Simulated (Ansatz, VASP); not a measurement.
Two plane-wave programs on Si

File INCAR:

```
ALGO = Normal
EDIFF = 1E-6
ENCUT = 520
ISIF = 2
ISMEAR = 0
LASPH = True
LCHARG = False
LREAL = False
LWAVE = False
NBANDS = 11
NELM = 100
PREC = Accurate
SIGMA = 0.2
```

KPOINTS

```
k-points
0
Gamma
  10 10 10
```

The input POSCAR:

```
Si
1.0
    0.0000000000      2.7016643793      2.7016643793
    2.7016643793      0.0000000000      2.7016643793
    2.7016643793      2.7016643793      0.0000000000
Si
2
Direct
    0.5000000000      0.5000000000      0.5000000000
    0.7500000000      0.7500000000      0.7500000000
```

Input for Ansatz:

```yaml
crystal:
  lattice:
    - [0.0, 2.7016643793, 2.7016643793]
    - [2.7016643793, 0.0, 2.7016643793]
    - [2.7016643793, 2.7016643793, 0.0]
  atoms:
    - { symbol: Si, position: [0.5, 0.5, 0.5] }
    - { symbol: Si, position: [0.75, 0.75, 0.75] }
hamiltonian:
  xc: lda
  pseudopotentials:
    kind: paw
    azcp:
      Si: "pseudopotentials/Si.paw.azcp"
basis:
  ecutwfc: 420
  fft_grid_basis: typed
kpoints:
  mp_grid: { grid: [10, 10, 10], shift: [0, 0, 0] }
magnetization:
  spin_polarized: false
scf:
  occupations: { method: gaussian, width: 0.2 }
  lower_state_search: "off"
output:
  stress: true
  write_density: true
  write_potential: true
  elf: true
  volumetric_format: npy
```

Alike in both runs: task single point; functional LDA; k mesh 10 × 10 × 10; occupations gaussian, width 0.2 eV; no spin polarisation.

|  | VASP | Ansatz |
| --- | --- | --- |
| version | VASP 6.6.1 | Ansatz 0.2.0 |
| potentials or method | VASP PAW LDA potentials, release 64 (Si) | plane waves (420 eV) with PAW, scalar-relativistic |
| plane-wave cutoff (eV) | 520 | 420 |
| valence electrons in the cell | 8 | 8 |

```tsv
	VASP	Ansatz	Ansatz less VASP
pressure (GPa)	0.0	-0.1	-0.04
```

Ansatz warned: «pseudo_functional_mismatch».
